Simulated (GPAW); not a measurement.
# Mn (P6_3/mmc) in GPAW: phonons with PBE

Aim: the phonons of Mn with PBE.

All numbers are computed with GPAW 26.7.0; they aren't measurements. Logs are shortened: lines on timing, memory, paths and dates and some standing lists are left out, and cuts for length are marked. The log counts tension as positive stress, the text compression.

## (1) Starting point

It takes space group P6_3/mmc (No. 194, hexagonal). The conventional cell has a = 2.484 Å, b = 2.484 Å, c = 4.026 Å, α = 90.00°, β = 90.00°, γ = 120.00°. Around Mn (site symmetry -6m2) lie 12 Mn at 2.47 to 2.48 Å.

This isn't the form of Mn at room conditions, which is a 58-atom cubic cell.

## (2) Phonons, PBE, collinear spin, ferromagnetic start

Input file run.py:

```python
import json
import numpy as np
from ase import Atoms
from ase.constraints import FixSymmetry
from ase.io import read, write
from ase.optimize import BFGS
from phonopy import Phonopy
from phonopy.structure.atoms import PhonopyAtoms
from gpaw import GPAW, PW

atoms = read('POSCAR')
atoms.set_initial_magnetic_moments([4.0, 4.0])

calc = GPAW(mode=PW(510),
            xc='PBE',
            kpts={'size': (9, 9, 5), 'gamma': True},
            occupations={'name': 'fermi-dirac', 'width': 0.05},
            nbands=28,
            convergence={'density': 1e-06, 'eigenstates': 1e-09},
            maxiter=150,
            txt='gpaw.txt')
atoms.calc = calc
atoms.set_constraint(FixSymmetry(atoms))
BFGS(atoms, trajectory='relax.traj', logfile='-').run(fmax=0.005, steps=40)
atoms.set_constraint()
energy = atoms.get_potential_energy()
forces = atoms.get_forces()
stress = atoms.get_stress()
calc.write('gs.gpw')
write('result.traj', atoms)
print('Cell:', atoms.cell.cellpar().round(4))
print(atoms.get_scaled_positions().round(5))

def force_constants(scale):
    unit = PhonopyAtoms(symbols=atoms.get_chemical_symbols(), cell=atoms.cell[:] * scale**(1 / 3),
                        scaled_positions=atoms.get_scaled_positions(),
                        magnetic_moments=atoms.get_initial_magnetic_moments())
    ph = Phonopy(unit, supercell_matrix=np.diag([1, 1, 1]), primitive_matrix=np.eye(3), symprec=1e-4)
    ph.generate_displacements(distance=0.03)
    forces = []
    for i, sc in enumerate(ph.supercells_with_displacements):
        a = Atoms(sc.symbols, cell=sc.cell, scaled_positions=sc.scaled_positions, pbc=True,
                  magmoms=sc.magnetic_moments)
        c = GPAW(mode=PW(510),
                 xc='PBE',
                 kpts={'size': (9, 9, 5), 'gamma': True},
                 occupations={'name': 'fermi-dirac', 'width': 0.05},
                 nbands=28,
                 convergence={'density': 1e-06, 'eigenstates': 1e-09},
                 maxiter=150,
                 txt=f'disp-{scale:.3f}-{i:02d}.txt')
        a.calc = c
        f = a.get_forces()
        forces.append(f - f.mean(axis=0))
        print(f'displacement {i}: drift', f.mean(axis=0).round(5), flush=True)
    ph.forces = forces
    ph.produce_force_constants()
    ph.symmetrize_force_constants()
    return ph

qpoints = [[0.0, 0.0, 0.0]]
results = {}
for scale in [1.0]:
    ph = force_constants(scale)
    ph.run_qpoints(qpoints)
    nu = ph.qpoints.frequencies * 33.35641  # THz to cm^-1
    results[f'{scale:.3f}'] = nu.tolist()
    for qp, f in zip(qpoints, nu):
        print(scale, np.round(qp, 4), f.round(2))
json.dump(results, open('phonons.json', 'w'))
```

Input file POSCAR:

```
Mn
1.0
    2.4836457705      0.0000000000      0.0000000000
   -1.2418228853      2.1509003313      0.0000000000
    0.0000000000      0.0000000000      4.0261950000
Mn
2
Direct
    0.3333333333      0.6666666667      0.2500000000
    0.6666666667      0.3333333333      0.7500000000
```

Potentials or basis: GPAW PAW data sets (gpaw-data 1.2.1), pw.

Started as:

```bash
OMP_NUM_THREADS=1 python run.py
```

gpaw.txt:

```text
__  _  _
 | _ |_)|_||  |
 |__||  | ||/\| - 26.7.0

Input parameters:
  mode=PW(ecut=510.0),
  convergence={'density': 1e-06, 'eigenstates': 1e-09},
  kpts=MonkhorstPack(size=(9, 9, 5), gamma=True),
  maxiter=150,
  nbands=28,
  occupations=Occupations(name='fermi-dirac', width=0.05),
  xc=XC(name='PBE')

Diagonalizing LCAO Hamiltonian
Converting LCAO to pw mode

          Mn

        Mn

Atoms  # Å, Bohr magnetons
|   | symbol |         x |        y |        z |    initial magnetic moments |
|---|--------|-----------|----------|----------|-----------------------------|
| 0 |     Mn | -0.000000 | 1.433934 | 1.006549 | ( 0.0000,  0.0000,  4.0000) |
| 1 |     Mn |  1.241823 | 0.716967 | 3.019646 | ( 0.0000,  0.0000,  4.0000) |

Unit cell  # Å
| periodic |         x |        y |        z |  lengths |     angles |
|----------|-----------|----------|----------|----------|------------|
|      yes |  2.483646 | 0.000000 | 0.000000 | 2.483646 |  90.000000 |
|      yes | -1.241823 | 2.150900 | 0.000000 | 2.483646 |  90.000000 |
|      yes |  0.000000 | 0.000000 | 4.026195 | 4.026195 | 120.000000 |

Number of symmetries: 12
Symmetry operations  # r_c * U_cc + t_c -> r_c
|    | kind |            matrix            |
|----|------|------------------------------|
|  0 |  σ   |  1, 1, 0,  0,-1, 0,  0, 0, 1 |
|  1 |  S6  |  1, 1, 0, -1, 0, 0,  0, 0,-1 |
|  2 |  E   |  1, 0, 0,  0, 1, 0,  0, 0, 1 |
|  3 |  C2  |  1, 0, 0, -1,-1, 0,  0, 0,-1 |
|  4 |  C2  |  0, 1, 0,  1, 0, 0,  0, 0,-1 |
|  5 |  C3  |  0, 1, 0, -1,-1, 0,  0, 0, 1 |
|  6 |  S6  |  0,-1, 0,  1, 1, 0,  0, 0,-1 |
|  7 |  σ   |  0,-1, 0, -1, 0, 0,  0, 0, 1 |
|  8 |  σ   | -1, 0, 0,  1, 1, 0,  0, 0, 1 |
|  9 |  i   | -1, 0, 0,  0,-1, 0,  0, 0,-1 |
| 10 |  C3  | -1,-1, 0,  1, 0, 0,  0, 0, 1 |
| 11 |  C2  | -1,-1, 0,  0, 1, 0,  0, 0,-1 |

BZ-sampling:
  Number of BZ points: 405
  Number of IBZ points: 50

  Monkhorst-Pack size: [9, 9, 5]
  Monkhorst-Pack shift: [0, 0, 0]

K-points  # in reciprocal-cell coordinates
|     |                                coordinates |     weight |
|-----|--------------------------------------------|------------|
|   0 | (  0.00000000,   0.00000000,   0.00000000) | 0.00246914 |
|   1 | (  0.00000000,   0.00000000,   0.20000000) | 0.00493827 |
|   2 | (  0.00000000,   0.00000000,   0.40000000) | 0.00493827 |
|   3 | (  0.11111111,   0.00000000,  -0.40000000) | 0.01481481 |
|   4 | (  0.11111111,   0.00000000,  -0.20000000) | 0.01481481 |
|   5 | (  0.11111111,   0.00000000,   0.00000000) | 0.01481481 |
|   6 | (  0.11111111,   0.00000000,   0.20000000) | 0.01481481 |
|   7 | (  0.11111111,   0.00000000,   0.40000000) | 0.01481481 |
|   8 | (  0.22222222,  -0.11111111,   0.00000000) | 0.01481481 |
|   9 | (  0.22222222,  -0.11111111,   0.20000000) | 0.02962963 |
| ... |                                            |            |
|  49 | (  0.44444444,   0.44444444,   0.40000000) | 0.02962963 |

Plane wave coefficients: 574
Cutoff: 510.0 eV

Spin-components: 2 (collinear spins)
Bands:           28
Projectors:      12
Spin-degeneracy: 1
Datatype:        complex128

Parallelization:
  kpt:    1
  domain: 1
  band:   1

Density:
  Valence electrons: 30.0
  Components: 2
  Grid points: [14 14 21]
  Charge: 0.0  # |e|

Potential:
  Grid points: [14 14 21]

species:
  Mn:
    name:    Manganese
    Z:       25.0
    valence: 15
    core:    10
    charge:  0.0  # [|e|]
    compensation charges:
      type: gauss
      rc: 0.38  # [Å]
      lmax: 2
    cutoffs:
      filter: 2.14  # [Å]
      core: 0.86  # [Å]
    projectors
    | kind |    occ | energy [eV] | rcut [Å] |
    |------|--------|-------------|----------|
    |   3s |  2.000 |     -85.859 |    1.275 |
    |   4s |  2.000 |      -5.106 |    1.275 |
    |   3p |  6.000 |     -54.597 |    1.281 |
    |   4p |  0.000 |      -1.371 |    1.281 |
    |   3d |  5.000 |      -6.771 |    1.138 |
    |    d |        |      20.441 |    1.138 |

    Using partial waves for Mn as LCAO basis

Reference energy: -63028.176146  # eV

eigensolver:
  PPCG
  Converge bands: occupied
  niter=2

density mixing:
  MSR1-Mixer
  Pratt-step length: 0.05
  Maximum mixing coefficient: 0.75
  Old densities: 10
  SVD Regularization: 0.005
  Good broyden scale: 1.0
  Trust region scale: 1.0
  Backstep threshold: 4.0
  History deletion threshold: 6.0
  Fourier metric: weight=20.0, sigma=0.015

occupation numbers:
  Fermi-Dirac:
    width: 0.0500  # eV

poisson solver:
  ecut: 4080.0  # eV

xc functional:
  name: PBE with 2 nearest neighbor stencil

convergence criteria:
- Maximum integral of absolute [dens]ity change: 1e-06 electrons / valence electron
- Maximum integral of absolute [eigenst]ate change: 1e-09 eV^2 / valence electron
- Maximum [total energy] change in last 3 cyles: 0.0005 eV / valence electron
maximum number of iterations: 150

SCF iterations
|iter     | |      energy | eigst |  dens |  magmom |
|---------|-|-------------|-------|-------|---------|
|iter:   1| |  -17.220144 | +0.17 |       |  +8.0156|
|iter:   2| |  -17.238484 | -2.89 | -0.89 |  +7.8663|
|iter:   3| |  -18.225630 | -2.73 | -0.92 |  +5.5377|
|iter:   4| |  -18.964293 | -2.46 | -1.07 |  +2.7151|
|iter:   5| |  -19.237464 | -2.77 | -1.40 |  +0.0863|
|iter:   6| |  -19.342360 | -2.77 | -1.63 |  -0.1094|
|iter:   7| |  -19.346610 | -3.83 | -1.97 |  +0.1067|
|iter:   8| |  -19.348399c| -4.34 | -2.40 |  -0.0328|
|iter:   9| |  -19.348579c| -5.59 | -2.83 |  -0.0090|
|iter:  10| |  -19.348758c| -5.45 | -3.24 |  +0.0065|
|iter:  11| |  -19.348772c| -6.61 | -3.91 |  +0.0014|
|iter:  12| |  -19.348775c| -7.40 | -4.22 |  +0.0009|
|iter:  13| |  -19.348775c| -7.99 | -4.61 |  +0.0006|
|iter:  14| |  -19.348776c| -8.53 | -4.90 |  +0.0001|
|iter:  15| |  -19.348776c| -9.17c| -5.61 |  +0.0000|
|iter:  16| |  -19.348776c|-10.00c| -6.18c|  +0.0000|

Converged in 16 steps
Energy contributions relative to reference atoms: (reference = -63028.176146)

Energy contributions:
  Kinetic:          -4.179352
  Coulomb:           2.308001
  Zero:              0.462143
  External:          0.000000
  Xc:              -17.928173
  Entropy:          -0.022789
  Spinorbit:         0.000000
  ----------------------------
  Free energy:     -19.360170
  Extrapolated:    -19.348776

dipole moment: (0.000000, 0.000000, 0.000000)  # |e|*Ang

Total magnetic moment: (0.000000, 0.000000, 0.000002)

Local magnetic moments
|        x |        y |        z |
|----------|----------|----------|
| 0.000000 | 0.000000 | 0.000001 |  # Mn   0
| 0.000000 | 0.000000 | 0.000001 |  # Mn   1

Fermi level: 10.593
Eigenvalues  # (at kpt = [0.000, 0.000, 0.000])
| band index |      eig [eV] | occ [0-1] |      eig [eV] | occ [0-1] |
|------------|---------------|-----------|---------------|-----------|
|          0 |       -68.530 |     1.000 |       -68.530 |     1.000 |
|        ... |               |           |               |           |
|          7 |       -36.858 |     1.000 |       -36.858 |     1.000 |
|          8 |         2.433 |     1.000 |         2.433 |     1.000 |
|          9 |         6.193 |     1.000 |         6.193 |     1.000 |
|         10 |         9.629 |     1.000 |         9.629 |     1.000 |
|         11 |         9.664 |     1.000 |         9.664 |     1.000 |
|         12 |         9.664 |     1.000 |         9.664 |     1.000 |
[... 8 lines left out ...]
|         21 |        31.548 |     0.000 |        31.548 |     0.000 |
|         22 |        34.922 |     0.000 |        34.922 |     0.000 |
|        ... |               |           |               |           |
|         27 |        37.663 |     0.000 |        37.663 |     0.000 |

No gap
No difference between direct/indirect transitions

Forces  # eV/Ang
|        x |       y |        z |
|----------|---------|----------|
| -0.00000 | 0.00000 |  0.00012 |  # Mn   0
|  0.00000 | 0.00000 | -0.00012 |  # Mn   1

Stress tensor  # eV/Ang^3
|         x |         y |        z |
|-----------|-----------|----------|
| -0.007402 | -0.000000 | 0.000000 |
| -0.000000 | -0.007402 | 0.000000 |
|  0.000000 |  0.000000 | 0.004233 |

# Writing to gs.gpw (mode='')
```

Wall time 5.5 min (1 thread of AMD EPYC 7R43 (Zen 3), shared host); peak memory 0.32 GiB.

What came out:

```
Free energy                   : -19.3602 eV
Pressure after relaxing       : 0.6 GPa
Band gap on the k mesh        : none (metal or under the smearing width)
Net moment                    : 0.00 μB per cell
Highest phonon frequency at Γ : 191 cm⁻¹
```

Final structure:
```xyz
2
Lattice="2.4836 0.0000 0.0000 -1.2418 2.1509 0.0000 0.0000 0.0000 4.0262" Properties=species:S:1:pos:R:3 pbc="T T T"
Mn    0.0000    1.4339    1.0065
Mn    1.2418    0.7170    3.0196
```

Levels at points of the mesh, in eV from the Fermi level:
Spin up:
```
           k point  band 13  band 14  band 15  band 16  band 17  band 18
(0.00, 0.00, 0.00)    -0.93    -0.45    -0.45     0.08     0.08     0.67
```
Spin down:
```csv
k point,band 13,band 14,band 15,band 16,band 17,band 18
"(0.00, 0.00, 0.00)",-0.93,-0.45,-0.45,0.08,0.08,0.67
```

Phonon frequencies in cm⁻¹ (negative: imaginary):
```tsv
q point	frequencies
(0.000, 0.000, 0.000)	0 0 0 149 149 191
```

Caveat: the cutoff is short for stress and forces, so pressures can be off by a GPa or more; the starting moments collapsed, and a magnetic state may lie lower.
